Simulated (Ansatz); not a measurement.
GaN (started from an entry of an open crystallographic database): a one-shot G0W0 calculation in Ansatz 0.2.0 (G0W0@PBE with 314 empty bands, a screening cutoff of 210 eV and a 6×6×4 mesh). The cell was relaxed beforehand with r2SCAN.

Input file:
```yaml
crystal:
  lattice:
    - [3.1831495813, 0.0, 0.0]
    - [-1.5915747906, 2.7566884014, 0.0]
    - [0.0, 0.0, 5.1836255286]
  atoms:
    - { symbol: Ga, position: [0.3333333333, 0.6666666667, -0.0008868509] }
    - { symbol: Ga, position: [0.6666666667, 0.3333333333, 0.4991131491] }
    - { symbol: "N", position: [0.3333333333, 0.6666666667, 0.3758868509] }
    - { symbol: "N", position: [0.6666666667, 0.3333333333, 0.8758868509] }
kpoints:
  mp_grid: { grid: [6, 6, 4] }
hamiltonian:
  xc: pbe
scf:
  occupations: { method: fixed }
gw:
  n_empty_bands: 314
  ecut_chi: 210
  qp_bands: [v2, c2]
  qp_kpoints: band_edges
  screening: { model: contour_deformation }
```

Run as `ansatz run input.yaml --threads 4 --pin off --max-ram 5529MiB --backend cpu --events-out ev --progress --plain --runs-dir out`. Wall time 13 min on 4 threads of Arm Neoverse N1 (shared host); peak host memory 0.86 GiB.

Output, abridged:
```
Functional definition: PBE
Crystal: 4 atoms, lattice volume = 45.486 Å³
Basis set: ecut = 420 eV, 893 PW (Γ)
Bands: 22, of which v1, the nominal top of the filled ones, is band 18 counted from 1 (17 counted from 0)
Symmetry: 12 space group operations
Space group: P63mc (ITA 186)
k-points: 21 of 144 (time reversal used)
preconditioner: auto → Resta (q_TF=auto, 2.624 Å⁻¹)  ε∞=5.0  [insulator: Δε(μ)=1.927 eV  ℏωp=33.0 eV]
Free energy (F): -8335.804057 eV
Fermi energy:    9.765170 eV
--- G₀W₀: contour deformation, 7 samples at zero and on the imaginary axis and 2 off it, 144 q-points, 314 empty bands' worth ---
    ik  band        ε_KS         Σx   Σc(E_QP)       V_xc       Z   E_QP_lin       E_QP  E_QP is
     0    17      9.7652   -23.9363     2.8577   -20.2872  0.7689     8.9648     8.9738  root
     0    18      9.7652   -23.9363     2.8577   -20.2872  0.7689     8.9648     8.9738  root
     0    19     11.6980   -11.5221    -3.9138   -15.7710  0.8038    12.0341    12.0331  root
     0    20     14.0441   -10.2002    -4.6737   -15.3218  0.8103    14.4943    14.4919  root
     1    17      9.6066   -23.8029     2.9031   -20.0903  0.7686     8.7875     8.7971  root
     1    18      9.6066   -23.8029     2.9031   -20.0903  0.7686     8.7875     8.7971  root
     1    19     12.8971   -12.1896    -3.9156   -16.4972  0.7944    13.2907    13.2891  root
     1    20     14.1501   -10.1757    -4.6984   -15.3377  0.8072    14.6163    14.6138  root
     2    17      9.2335   -23.4663     2.9935   -19.6247  0.7677     8.3743     8.3854  root
     2    18      9.2335   -23.4663     2.9935   -19.6247  0.7677     8.3743     8.3854  root
     2    19     14.0356   -10.8580    -4.5614   -15.9062  0.7962    14.5254    14.5225  root
     2    20     14.0356   -10.8580    -4.5614   -15.9062  0.7962    14.5254    14.5225  root
     3    17      9.4412   -23.3850     2.8624   -19.7082  0.7685     8.6171     8.6270  root
     3    18      9.5214   -23.6827     2.9158   -19.9508  0.7683     8.6954     8.7053  root
     3    19     13.2161   -11.9840    -4.0241   -16.4269  0.7936    13.6369    13.6350  root
     3    20     15.3254   -10.4623    -4.9082   -15.9227  0.7994    15.8817    15.8776  root
     4    17      9.0584   -23.1486     2.9737   -19.3163  0.7677     8.1883     8.1999  root
     4    18      9.3123   -23.4882     2.9645   -19.6847  0.7679     8.4625     8.4733  root
     4    19     13.7972   -11.4966    -4.2654   -16.2195  0.7918    14.2572    14.2548  root
     4    20     15.3944   -10.4363    -4.9603   -15.9643  0.7950    15.9667    15.9621  root
     5    17      8.8349   -23.0523     3.0692   -19.0985  0.7667     7.9376     7.9504  root
     5    18      8.8349   -23.0523     3.0692   -19.0985  0.7667     7.9376     7.9504  root
     5    19     14.9379   -10.7380    -4.7650   -16.0427  0.7877    15.4817    15.4776  root
     5    20     14.9379   -10.7380    -4.7650   -16.0427  0.7877    15.4817    15.4776  root
     6    17      8.5013   -22.3576     3.0280   -18.4265  0.7666     7.5844     7.5983  root
     6    18      9.0115   -23.1675     3.0324   -19.2714  0.7668     8.1360     8.1479  root
     6    19     14.6507   -10.0621    -4.6229   -15.1333  0.7979    15.1016    15.0990  root
     6    20     15.5248    -9.5755    -4.8287   -14.8618  0.8094    15.9852    15.9824  root
     7    17      8.5924   -22.6960     3.0805   -18.7206  0.7657     7.6842     7.6975  root
     7    18      8.7368   -22.9084     3.0871   -18.9323  0.7661     7.8347     7.8477  root
     7    19     14.2030    -9.4113    -4.4828   -14.2531  0.8086    14.5636    14.5620  root
     7    20     15.5009    -8.9639    -4.7510   -14.1049  0.8075    15.8930    15.8910  root
     8    17      8.1318   -22.3640     3.2143   -18.2117  0.7637     7.1781     7.1939  root
     8    18      8.1318   -22.3640     3.2143   -18.2117  0.7637     7.1781     7.1939  root
     8    19     14.6585    -9.1988    -4.5219   -14.0707  0.8081    15.0101    15.0086  root
     8    20     14.6585    -9.1988    -4.5219   -14.0707  0.8081    15.0101    15.0086  root
  […]
```

The points are ik 0 = (0, 0, 0) (Γ), ik 1 = (0, 0, 1/4), ik 2 = (0, 0, -1/2), ik 3 = (0, 1/6, 0), ik 4 = (0, 1/6, 1/4), ik 5 = (0, 1/6, -1/2), ik 6 = (0, 1/3, 0), ik 7 = (0, 1/3, 1/4), ik 8 = (0, 1/3, -1/2), ik 9 = (0, -1/2, 0), ik 10 = (0, -1/2, 1/4), ik 11 = (0, -1/2, -1/2); band 18 is the last filled one.

G0W0 moves the gap on the mesh from 1.93 eV (PBE) to 3.06 eV (direct at Γ). Renormalisation factors Z lie between 0.75 and 0.82. No extrapolation in bands, cutoff or mesh was made for G0W0.

Calculated for a static, non-magnetic cell.

With a shallow d shell on the cation, G0W0 converges slowly in bands and cutoff, so these values are in doubt.
